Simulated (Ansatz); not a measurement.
**GaP: do energies and stresses tell the same story?**

Level of theory: DFT r2SCAN, scalar-relativistic, plane waves, PAW in Ansatz.

Settings: cutoff 500 eV, Γ-centred mesh 9×9×9 on the computed 4-atom cell, Gaussian smearing of 0.02 eV; no spin polarisation.

Relaxed cell: R-3m, a = 3.842 Å, b = 3.842 Å, c = 19.118 Å, α = 90.00°, β = 90.00°, γ = 120.00°, 4 atoms in the primitive cell. This form isn't the usual stable structure of the compound.

Energies at zero smearing and pressures from the stress tensor, at volumes with shape and atoms relaxed:
| V (Å³/atom) | E − E(first) (meV/atom) | P (GPa) |
| --- | --- | --- |
| 19.139 | 0.00 | 5.72 |
| 19.750 | -15.73 | 2.62 |
| 20.361 | -20.60 | 0.00 |
| 20.972 | -16.26 | -2.22 |
| 21.583 | -4.11 | -4.10 |

Question: Check P = −dE/dV between neighbouring volumes, and get the bulk modulus from the pressures alone.

Answer: With 1 eV/Å³ = 160.2 GPa:
```csv
middle V (Å³/atom),−ΔE/ΔV (GPa),mean P (GPa)
19.445,4.127,4.170
20.056,1.277,1.312
20.666,-1.139,-1.109
21.277,-3.185,-3.159
```

The two differ by 0.04 GPa at most. The mean of two end pressures misses the average over a step by about ΔV² P″/12, up to 0.04 GPa here; with that taken off 0.00 GPa remains. Around V = 20.361 Å³/atom, the two neighbours give B = −V ΔP/ΔV = 20.361 × 4.84 / 1.222 = 80.7 GPa, against B0 = 80.3 GPa from the Birch–Murnaghan fit of the energies.